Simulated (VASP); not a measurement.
Runs of VASP 6.6.1 on Na. Symmetry: P6_3/mmc, No. 194, hexagonal system. The conventional cell has a = 3.767 Å, b = 3.767 Å, c = 6.154 Å, α = 90.00°, β = 90.00°, γ = 120.00°. Around Na (site symmetry -6m2) lie 12 Na at 3.77 Å. This isn't the form of Na at room conditions, which is bcc.

| task | level | potentials or basis | cell | k mesh | cutoff (eV) | smearing | grid for exact exchange (PRECFOCK) | exchange at q = 0 | monkhorst-Pack mesh | k mesh for the DOS | occupations for the DOS | other keys | mesh quality | gap on the mesh (eV) | pressure (GPa) |
| --- | --- | --- | --- | --- | --- | --- | --- | --- | --- | --- | --- | --- | --- | --- | --- |
| optical spectrum | HF | VASP PAW PBE potentials, release 64 (Na_pv) | as given | 4 × 4 × 3 | 520 | methfessel-paxton 0.2 eV | Fast | default | yes | - | - | shifted = yes | coarse | - | (a) |
| single point | PBE | VASP PAW PBE potentials, release 64 (Na_pv) | as given | 8 × 8 × 5 | 520 | gaussian 0.05 eV | - | - | - | - | - | - | not flagged | none | -0.1 |
| electric field gradients | r2SCANh | VASP PAW PBE potentials, release 64 (Na_pv) | atoms moved at random, drawn with an rms of 0.02 Å | 4 × 4 × 3 | 520 | fermi-dirac 0.1 eV | Normal | default | - | - | - | LMAXMIX = 4 | coarse | none | 0.1 |
| density of states | revTPSS+D4 | VASP PAW PBE potentials, release 64 (Na_pv) | as given | 8 × 8 × 5 | 520 | tetrahedron | - | - | - | - | - | LREAL = Auto; NELMDL = -8; ISMEAR = -5; SIGMA = 0.1 | not flagged | none | -0.2 |
| single point | optPBE-vdW | VASP PAW PBE potentials, release 64 (Na_sv_GW) | atoms moved at random, drawn with an rms of 0.02 Å | 8 × 8 × 5 | 600 | methfessel-paxton 0.1 eV | - | - | - | - | - | - | not flagged | none | -0.6 |
| relaxation of the atoms | PBE+TS | VASP PAW PBE potentials, release 64 (Na_pv) | atoms relaxed from: volume scaled by 1.25 | 8 × 8 × 5 | 520 | methfessel-paxton 0.1 eV | - | - | - | - | - | - | not flagged | none | -6.3 |

Alike in all rows: no spin polarisation.

**Question.** Fill in the values left out.

**Answer.** (a) 1.3.

Caveats: some runs use coarse meshes; the PAW data sets were made with another functional, which shifts forces and pressure a little (some runs); pairwise dispersion overbinds metals, which lowers pressure and volume (some runs); spectra need much finer meshes, so this one isn't converged (some runs); these spectra lack excitons (some runs); the intraband (Drude) part of a metal's response may be missing (some runs); tetrahedron occupations give inexact forces and stress in metals (some runs); the relaxation stopped at its first step, so nothing moved (some runs).

A gap of «none» marks a metal or a gap under the smearing width.

The runs don't all hold the same shells in valence.
